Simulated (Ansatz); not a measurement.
**HfO2: start and end of a relaxation**

Recipe of this trial structure of HfO2: 3-, 6-connected net, the two elements on its two kinds of vertex (I4_1/amd, No. 141). Its size is a rough estimate.

start.xyz

```xyz
6
Lattice="-2.2520 2.2520 6.3117 2.2520 -2.2520 6.3117 2.2520 2.2520 -6.3117" Properties=species:S:1:pos:R:3 pbc="T T T"
Hf    0.0000    0.0000    0.0000
Hf    0.0000    2.2520    3.1559
O     0.0000    0.0000   10.1319
O     0.0000    2.2520    5.6474
O     0.0000    2.2520    0.6643
O     0.0000    0.0000    2.4916
```

These are results of DFT PBE, scalar-relativistic, plane waves, PAW in Ansatz 0.2.0, not measurements. Cutoff 420 eV, Gaussian smearing, Γ-centred meshes. Cell and atoms relax first on a coarse mesh and then on a converged one. In between, the cell is made exact in the group found at 0.06 Å. The steps can't lower the symmetry of their start. No spin polarisation.

end.xyz

```xyz
6
Lattice="-2.0093 2.0093 5.3227 2.0093 -2.0093 5.3227 2.0093 2.0093 -5.3227" Properties=species:S:1:pos:R:3 pbc="T T T"
Hf    0.0000    0.0000    0.0000
Hf    0.0000    2.0093    2.6614
O     0.0000    0.0000    8.4981
O     0.0000    2.0093    4.8086
O     0.0000    2.0093    0.5141
O     0.0000    0.0000    2.1473
```

The symmetry stays I4_1/amd (No. 141). The end has the anatase type. The volume per atom shrinks by 32.9 %, from 21.3 to 14.3 Å³. The shortest distance goes from 2.35 Å (Hf–O) to 2.07 Å (Hf–O). The energy falls by about 0.99 eV/atom (the start's value is from the coarse mesh).

| Property | Result |
| --- | --- |
| Volume per atom | 14.33 Å³ |
| Density | 8.13 g/cm³ |
| Formation energy | −3.465 eV/atom |
| Gap on the 8×8×8 mesh of the 6-atom cell | 4.43 eV |

The zero of energy is the elements' standard structures at the same level (O₂ as a molecule); no fitted shifts are applied. A negative formation energy is needed for stability but isn't enough: competing phases decide.

The last run used Gaussian smearing of 0.02 eV. Spin–orbit coupling, which can matter for Hf, is left out. Kohn–Sham gaps at this level usually fall short of measured ones. A structure relaxed within its symmetry needn't be a true minimum. In all, the 3 runs took 2.5 min on 1 thread of Arm Neoverse V1, on a shared host.
